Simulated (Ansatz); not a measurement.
# InSe: the cost of one run

Computed with Ansatz 0.2.0 (DFT PBEsol, scalar-relativistic, plane waves, PAW, unless a step's input says otherwise).

1 further run of the same task is left out (set aside as unsound or not needed).

## (1) The structure to begin with

The structure is trigonal, space group R3m (No. 160). Conventional cell: a = 4.009 Å, b = 4.009 Å, c = 25.275 Å, α = 90.00°, β = 90.00°, γ = 120.00°. In (site symmetry 3m) has 3 Se at 2.64 Å and 1 In at 2.78 Å as nearest neighbours. Se (site symmetry 3m) has 3 In at 2.64 Å as nearest neighbours.

As a file:

```
In Se
1.0
     2.00428    1.15717    8.42517
    -2.00428    1.15717    8.42517
     0.00000   -2.31434    8.42517
In Se
2 2
Direct
  0.11102 0.11102 0.11102
  0.00117 0.00117 0.00117
  0.61729 0.61729 0.61729
  0.82822 0.82822 0.82822
```

It goes back to an entry of the Materials Project.

This cell was relaxed beforehand with the same method: volume 29.31 Å³/atom, gap on the mesh 0.37 eV.

## (2) Band edges and mean potential of the bulk

Input file input.yaml:

```yaml
crystal:
  lattice:
    - [2.0042751779, 1.1571688135, 8.4251650385]
    - [-2.0042751779, 1.1571688135, 8.4251650385]
    - [0.0, -2.314337627, 8.4251650385]
  atoms:
    - { symbol: In, position: [0.1110227743, 0.1110227743, 0.1110227743] }
    - { symbol: In, position: [0.0011664347, 0.0011664347, 0.0011664347] }
    - { symbol: Se, position: [0.6172925499, 0.6172925499, 0.6172925499] }
    - { symbol: Se, position: [0.8282162312, 0.8282162312, 0.8282162312] }
basis:
  ecutwfc: 420
kpoints:
  mp_grid: { grid: [12, 12, 12] }
  band_path: { path: [VBM, CBM], npoints: 2 }
hamiltonian:
  xc: pbesol
scf:
  occupations: { method: gaussian, width: 0.02 }
output:
  forces: true
  stress: true
  eigenvalues: true
```

On the command line:

```sh
> ansatz run input.yaml --threads 4 --pin off --max-ram 8192MiB --backend cpu --events-out ev --progress --plain --runs-dir out
```

Q: Estimate wall time and peak memory on 4 threads of Arm Neoverse V1, shared host.

About 27 s, with a peak of 0.81 GiB.
